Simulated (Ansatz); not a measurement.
Relaxed CaF2 (fluorite):

```xyz
6
Lattice="0.0000 5.5110 5.5110 2.7555 0.0000 2.7555 2.7555 2.7555 0.0000" Properties=species:S:1:pos:R:3 pbc="T T T"
Ca     0.0000     0.0000     0.0000
Ca     2.7555     5.5110     2.7555
F      1.3777     1.3777     1.3777
F      1.3777     4.1332     4.1332
F      4.1332     4.1332     4.1332
F      4.1332     6.8887     6.8887
```

A phonon eigenvector at L = (0.5, 0.0, 0.0) is frozen into this cell: atom i moves by Q times the vector below, so Q is the largest atomic displacement, in Å. The cell is held. (q is in reciprocal vectors of the primitive cell; the cell shown is doubled to hold the pattern.)

| atom | x | y | z |
|---|---|---|---|
| F3 | -0.577 | 0.577 | 0.577 |
| F4 | 0.577 | -0.577 | -0.577 |
| F5 | -0.577 | 0.577 | 0.577 |
| F6 | 0.577 | -0.577 | -0.577 |

Atoms not listed stay in place.

Computed with PBE (plane waves to 420 eV, PAW, scalar-relativistic; Ansatz, a program for electronic structure). k mesh 5×10×10 (Γ-centred), Fermi-Dirac smearing 0.05 eV. CaF2 was relaxed with its symmetry unable to fall.

At one point of the scan the forces (eV/Å) are:

| atom | Fx | Fy | Fz |
|---|---|---|---|
| Ca1 | 0.000 | 0.000 | 0.000 |
| Ca2 | 0.000 | 0.000 | 0.000 |
| F3 | 0.428 | -0.428 | -0.428 |
| F4 | -0.347 | 0.347 | 0.347 |
| F5 | 0.347 | -0.347 | -0.347 |
| F6 | -0.428 | 0.428 | 0.428 |

Task: Which point is it?
A) Q = 0.280 Å
B) Q = 0.140 Å
C) Q = 0.093 Å
D) Q = 0.047 Å

Result: C, Q = 0.093 Å

(For displaced atoms, the force is minus the slope of the energy, and its curvature is a force constant, which sets phonon frequencies.)
